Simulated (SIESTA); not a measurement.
NiO:

```
Ni O
1.0
     0.00000    2.08590    2.08590
     2.08590    0.00000    2.08590
     2.08590    2.08590    0.00000
Ni O
1 1
Direct
  0.00000 0.00000 0.00000
  0.50000 0.50000 0.50000
```

Base run:

```yaml
Program: SIESTA 5.4.2
Functional: LDA
Potentials_or_basis: PseudoDojo 0.4 standard (LDA files)
Basis: DZP (energy shift 0.003 Ry; two zetas on semicore shells)
Grid_cutoff: 800 Ry
Energy_shift: 0.003 Ry
k_mesh: 8 × 8 × 8
Occupations: fermi-dirac, width 0.05 eV
Spin: collinear spin, ferromagnetic start
Starting_moments: "[1.0, 0.0] μB"
```

Its results: band gap on the k mesh none (metal or under the smearing width); pressure -18.0 GPa; net moment 0.72 μB per cell; site moments Ni +0.60; O +0.12 μB.

After a change of settings the same cell gave: band gap on the k mesh none (metal or under the smearing width); pressure -19.2 GPa; net moment 0.72 μB per cell; site moments Ni +0.60; O +0.11 μB. Which change was it?
A. functional from LDA to PBEsol; potentials or basis from PseudoDojo 0.4 standard (LDA files) to PseudoDojo 0.4 standard (PBEsol files)
B. functional from LDA to PBE; potentials or basis from PseudoDojo 0.4 standard (LDA files) to PseudoDojo 0.4 standard (PBE files)
C. basis from DZP (energy shift 0.003 Ry; two zetas on semicore shells) to TZP (energy shift 0.003 Ry; two zetas on semicore shells)

C.

Caveats: short orbitals over semicore shells can move pressures by several GPa; so large a pressure means that the cell lies far from this level's equilibrium, or that cutoff or potentials fall short; the basis of atomic orbitals isn't converged, which shifts pressures, moduli and gaps; a cell with one magnetic atom can't hold antiferromagnetic order, which such compounds often take; semilocal functionals often make such compounds metallic where correlation or magnetic order opens a gap, which also shifts bond lengths.
